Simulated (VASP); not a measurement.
V:

```
CELL_PARAMETERS angstrom
2.60429 0.00000 0.00000
-1.30215 2.25538 0.00000
0.00000 0.00000 4.72334
ATOMIC_POSITIONS crystal
V 0.33333 0.66667 0.25000
V 0.66667 0.33333 0.75000
```

This isn't the form of V at room conditions, which is bcc.

- Program: VASP 6.6.1
- Task: single point
- Functional: PBE
- Potentials or basis: VASP PAW PBE potentials, release 64 (V_sv)
- Cutoff: 900 eV
- k mesh: 21 × 21 × 10
- Occupations: gaussian, width 0.1 eV
- Spin: collinear spin, ferromagnetic start
- Starting moments: [2.0, 2.0] μB

On this cell: pressure -0.2 GPa; largest force under 0.003 eV/Å; net moment 0.00 μB per cell; band gap on the k mesh none (metal or under the smearing width).

The same run follows on a disturbed copy (grid = ENCUT=900 k=21x21x10 ISMEAR=0 SIGMA=0.1 PREC=Accurate EDIFF=1e-08 LREAL=False ADDGRID=False LASPH=True; atoms moved at random, drawn with an rms of 0.1 Å):

```xyz
2
Lattice="2.6043 0.0000 0.0000 -1.3021 2.2554 0.0000 0.0000 0.0000 4.7233" Properties=species:S:1:pos:R:3 pbc="T T T"
V     0.0384    1.5618    1.1367
V     1.3667    0.7890    3.6217
```

Question: What does the disturbed cell give?

Answer: The energy (extrapolated to zero smearing) moves by +36.0 meV/atom; pressure 1.1 GPa; largest force 1.187 eV/Å; net moment 0.00 μB per cell; band gap on the k mesh none (metal or under the smearing width).

Forces in eV/Å, atoms in the order of the input:
```
V   -0.042  0.033  1.186
V    0.042 -0.033 -1.186
```

Stress tensor (GPa, compression positive):
```
 0.83  0.60 -0.30
 0.60  1.82  0.24
-0.30  0.24  0.75
```
